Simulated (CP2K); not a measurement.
## TaN under changes of volume

One of the cells (15.298 Å³/atom); the others are scaled copies at fixed shape and fractional positions:

```xyz
4
Lattice="3.6630 0.0000 0.0000 0.0000 3.6630 0.0000 0.0000 0.0000 4.5605" Properties=species:S:1:pos:R:3 pbc="T T T"
Ta    0.0000    1.8315    0.0000
Ta    1.8315    0.0000    2.2802
N     0.0000    0.0000    1.1401
N     0.0000    0.0000    3.4204
```

The cell comes from a database or a generator and needn't be the stable form of this composition.

* Program: CP2K 2026.2
* Functional: PBE
* Potentials or basis: POTENTIAL_UZH Ta GTH-PBE-q13, N GTH-PBE-q5; TZVP-MOLOPT-PBE-GTH basis
* Density cutoff: 6123 eV
* k mesh: 7 × 7 × 6
* Occupations: fermi-dirac, width 0.05 eV
* Spin: no spin polarisation

```tsv
volume (Å³/atom)	energy over the lowest point (meV/atom)	pressure (GPa)	largest force (eV/Å)
14.380	0.00	-11.6	0.000
14.686	26.13	-15.4	0.008
14.992	?	?	?
15.298	97.57	-21.7	0.000
15.604	141.67	-24.4	0.007
15.910	190.50	-26.7	0.006
16.216	243.51	-28.7	0.015
```

Q: What does the run at 14.992 Å³/atom give?

A: Energy over the lowest point 58.84 meV/atom; pressure -18.7 GPa; largest force 0.006 eV/Å.

Worked out: A Birch-Murnaghan fit of order 3 (a polynomial in V^(-2/3)) to the other rows has no minimum within the range. It gives 58.87 meV/atom at 14.992 Å³/atom, against the run's 58.84, and -dE/dV = -18.8 GPa, against -18.7.

Energies are extrapolated to zero smearing.

Caveats: the basis of atomic orbitals isn't converged, which shifts pressures, moduli and gaps.
